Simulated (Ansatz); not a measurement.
**TaSi2 (P6_422), clamped-ion strain scan**

These are results of DFT PBEsol, scalar-relativistic, plane waves, PAW (Ansatz 0.2.0), not measurements. Settings: plane waves to 420 eV, k-mesh 12×12×6 (Γ-centred), Gaussian smearing 0.15 eV. Spin–orbit coupling is left out, which can shift energies with elements as heavy as these. No spin polarisation. Energies are free energies at this smearing, counted from the undisturbed cell; pressure is positive in compression.

The starting cell (relaxed at this level; it needn't be the usual structure):

```yaml
crystal:
  lattice:
    - [4.76099, 0.00000, 0.00000]
    - [-2.38050, 4.12314, 0.00000]
    - [0.00000, 0.00000, 6.55614]
  atoms:
    - { symbol: Ta, position: [0.50000, 0.00000, 0.00000] }
    - { symbol: Ta, position: [0.50000, 0.50000, 0.66667] }
    - { symbol: Ta, position: [0.00000, 0.50000, 0.33333] }
    - { symbol: Si, position: [0.15928, 0.31857, 0.00000] }
    - { symbol: Si, position: [0.84072, 0.15928, 0.66667] }
    - { symbol: Si, position: [0.68143, 0.84072, 0.33333] }
    - { symbol: Si, position: [0.84072, 0.68143, 0.00000] }
    - { symbol: Si, position: [0.15928, 0.84072, 0.66667] }
    - { symbol: Si, position: [0.31857, 0.15928, 0.33333] }
```

The cell is strained by ε times the Voigt pattern (1, 0, 0, 0, 0, 0) (xx, yy, zz, yz, xz, xy; engineering shear) with fractional coordinates fixed. The cell is metallic on the mesh throughout.

| ε | ΔE (meV/atom) |
| --- | --- |
| -0.0600 | 72.5 |
| -0.0300 | 16.8 |
| 0.0000 | 0.0 |
| 0.0150 | 3.8 |
| 0.0450 | 31.2 |